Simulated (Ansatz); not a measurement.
Crystal: CdS.

```xyz
2
Lattice="0.0000 2.7532 2.7532 2.7532 0.0000 2.7532 2.7532 2.7532 0.0000" Properties=species:S:1:pos:R:3 pbc="T T T"
Cd    0.0000    0.0000    0.0000
S     2.7532    2.7532    2.7532
```

Measurements of this composition are mostly on another form, of space group No. 186.

A run of Ansatz 0.2.0 on this cell left the log below. Logs are shortened: lines on timing, memory, paths and dates and some standing lists are left out, and cuts for length are marked.

```text
Warning: RAYON_NUM_THREADS=1 ignored (pool sized by the plan → 1); use --threads N
scf.n_extra_bands = 6 over 13 filled bands (N_el = 26.0): the run solves 19 bands
Engine: ansatz 0.2.0, aarch64-unknown-linux-gnu
Pseudopotentials: kind: paw
Pseudopotential: Cd, paw, valence charge 20, recommended cutoff 420 eV (normal), Cd.paw.azcp
Pseudopotential: S, paw, valence charge 6, recommended cutoff 420 eV (normal), S.paw.azcp
Functional definition: PBEsol
  exchange = pbesol_x
  correlation = pbesol_c
Crystal: 2 atoms, lattice volume = 41.741 Å³
Basis set: ecut = 420 eV, 869 PW (Γ), exchange–correlation on 54×54×54 points (8 copies of the dense FFT grid, shifted against one another)
Bands: 19, of which v1, the nominal top of the filled ones, is band 13 counted from 1 (12 counted from 0)
Symmetry: 48 space group operations
Space group: Fm-3m (ITA 225), of the structure as read, at distance tolerance 3.5e-5 Å
k-points: 29 of 512
Non-local potential: Cd, projectors of the file, l = 0: 3, l = 1: 2, l = 2: 2, l = 3: 1
Non-local potential: S, projectors of the file, l = 0: 2, l = 1: 2, l = 2: 2
PAW form: soft (Blöchl's): semilocal exchange-correlation on the pseudo side does not see the compensation charge
PAW frozen core: Cd, regenerated for the run's functional, and the local potential with it (the file was generated under x = pbe(κ = 0.804, μ = 0.2195149727645171), c = pbe(β = 0.06672455060314922))
PAW frozen core: S, regenerated for the run's functional, and the local potential with it (the file was generated under x = pbe(κ = 0.804, μ = 0.2195149727645171), c = pbe(β = 0.06672455060314922))
PAW one-centre angular grid: Cd, 590 points (default); XC on 64 Gauss nodes
PAW one-centre angular grid: S, 110 points (default); XC on 64 Gauss nodes
Initial density: superposition of atomic densities (neutral atoms: chi_scale 0, normalization atom), corrected by the library's trained network
Initial wavefunctions: pseudopotential atomic-orbital guess
Functional: x = pbesol(κ = 0.804, μ = 0.12345679012345678), c = pbesol(β = 0.046)
SCF iter   1: F=—  HF=-9070.026407 eV  |F-HF|=—  |Δ(HF+E_count)|=         —  Δρ=5.29e-3  dr2=1.42e-2  ethr=1.77e-3  ⟨swp⟩=4.6  Hψ=2233  notcnv=0  defer=108
preconditioner: auto → none  [insulator: Δε(μ)=0.067 eV  Ē_g=14.119 eV  n_scr=14 (ndim 8)  ℏωp=24.4 eV  f_vac=0.007  ε∞_Penn≈4.0]
SCF iter   2: F=—  HF=-9070.022371 eV  |F-HF|=—  |Δ(HF+E_count)|=   4.04e-3  Δρ=1.06e-3  dr2=2.40e-4  ethr=5.47e-5  ⟨swp⟩=2.3  Hψ=1091  notcnv=0  defer=112
SCF iter   3: F=—  HF=-9070.022368 eV  |F-HF|=—  |Δ(HF+E_count)|=   3.55e-6  Δρ=4.65e-4  dr2=5.82e-5  ethr=9.21e-7  ⟨swp⟩=1.7  Hψ=671  notcnv=0  defer=109
SCF iter   4: F=—  HF=-9070.022395 eV  |F-HF|=—  |Δ(HF+E_count)|=   2.75e-5  Δρ=2.99e-5  dr2=3.36e-7  ethr=2.24e-7  ⟨swp⟩=1.0  Hψ=504  notcnv=0  defer=49
SCF iter   5: F=—  HF=-9070.022395 eV  |F-HF|=—  |Δ(HF+E_count)|=   1.15e-8  Δρ=1.50e-5  dr2=1.07e-7  ethr=1.29e-9  ⟨swp⟩=2.0  Hψ=769  notcnv=0  defer=49
SCF iter   6: F=-9070.022395 eV  HF=-9070.022395 eV  |F-HF|=6.36e-9  |Δ(HF+E_count)|=   2.45e-8  Δρ=4.27e-6  dr2=9.08e-9  ethr=3.85e-10  ⟨swp⟩=9.0  Hψ=2464  notcnv=0
SCF 1 converged in 6 iterations: F = -9070.022395 eV  dr2 = 9.08e-9
  greatest PAW one-centre occupation: 1.000 electrons in one spin orbital (limit 2), on the Cd atom at site 0 (counted from 0), in its partial waves of l = 0
NSCF: frozen V_eff on 72 k-points
SCF converged after 6 iterations
Free energy (F): -9070.022395 eV
Harris-Foulkes:  -9070.022395 eV  (|F-HF|=6.36e-9)
Internal energy: -9070.022395 eV  (E = F + TS)
E sigma→0 (E₀):  -9070.022395 eV
Fermi energy:    9.273794 eV
--- Per-component energies (eV) ---
  E_band       = -448.917545
  E_kinetic    = 610.016088
  E_local      = -3571.035223  (includes V_loc(G=0)·N_el)
  E_nonlocal   = 66.375343
  E_hartree    = 1649.637871
  E_xc         = -270.611884
  E_vxc        = -307.143561  (∫ρ·V_xc dr)
  E_paw        = -4599.121197  (= ΣΔE_a)
  E_vpaw       = -546.400155  (= ΣTr[D̂ρ^β])
  E_aug_tail   = 0.000014  (compensation charges beyond the density's cutoff)
  E_ewald      = -2955.687317
  E_core_change = 0.403909  (= ΣΔE_core)
  E_smearing   = -0.000000  (= −TS)
  E_closure    = -0.000000  (closes the sum)
  Σ components = -9070.022395   (vs F -9070.022395, Δ=0.00e0)
--- Forces (eV/Å), atoms counted from 1 ---
  atom   1  Cd    -0.00000000     0.00000000    -0.00000000
  atom   2  S      0.00000000     0.00000000     0.00000000
  max |Σ_I F_I| component: 5.72e-30 eV/Å
--- Stress (GPa, compression-positive) ---
       -4.387083       0.000000       0.000000
        0.000000      -4.387083      -0.000000
        0.000000      -0.000000      -4.387083
  P = ⅓ Tr σ = -4.3871 GPa (-43.871 kbar)
--- Band table (eV; the first three rows and the last of 29) ---
  k-point 0: bands = ["-92.1606", "-53.2636", "-53.2636", "-53.2636", "-3.4075", "1.7155", "1.7155", "1.7179", "1.7179", "1.7179", "8.5448", "8.5448", "8.5448", "9.9807", "18.3485", "18.3485", "18.3485", "20.2155", "20.4502"]
  k-point 1: bands = ["-92.1606", "-53.2638", "-53.2636", "-53.2636", "-3.2765", "1.6706", "1.6706", "1.7036", "1.7461", "1.7461", "7.3630", "8.6401", "8.6401", "11.1555", "17.1169", "18.0068", "18.0068", "19.3526", "19.3526"]
  k-point 2: bands = ["-92.1606", "-53.2643", "-53.2637", "-53.2637", "-2.9257", "1.5650", "1.5650", "1.6498", "1.8157", "1.8157", "5.8921", "8.8826", "8.8826", "12.4197", "15.9256", "16.5903", "16.5903", "19.8749", "19.8945"]
  k-point 28: bands = ["-92.1606", "-53.2645", "-53.2645", "-53.2642", "-2.3735", "1.5821", "1.7203", "1.7203", "1.9812", "2.4480", "6.1151", "6.1151", "6.4212", "12.5655", "15.8241", "16.7479", "16.7479", "21.9286", "21.9286"]
```

Question: Write the input and the command behind it.

Answer: Projected density of states with PBEsol, no spin polarisation. The files as run (others can give the same):

input.yaml
```yaml
crystal:
  lattice:
    - [0.0, 2.753244, 2.753244]
    - [2.753244, 0.0, 2.753244]
    - [2.753244, 2.753244, 0.0]
  atoms:
    - { symbol: Cd, position: [0.0, 0.0, 0.0] }
    - { symbol: S, position: [0.5, 0.5, 0.5] }
hamiltonian:
  xc: pbesol
  pseudopotentials: { kind: paw }
kpoints:
  mp_grid: { grid: [8, 8, 8] }
scf:
  occupations: { method: fixed }
  n_extra_bands: 6
output:
  forces: true
  stress: true
  eigenvalues: true
  dos: { projected: true, de: 0.05, nscf_kmesh: { grid: [12, 12, 12] } }
```

Potentials or basis: Ansatz PAW.
Run with:
```bash
$ ansatz run input.yaml --threads 1 --pin off --max-ram 2560MiB --backend cpu --events-out ev --progress --plain --runs-dir out
```

Caveat: the PAW data sets come from PBE, with cores solved anew for the run's functional, which leaves a small shift of forces and pressure.
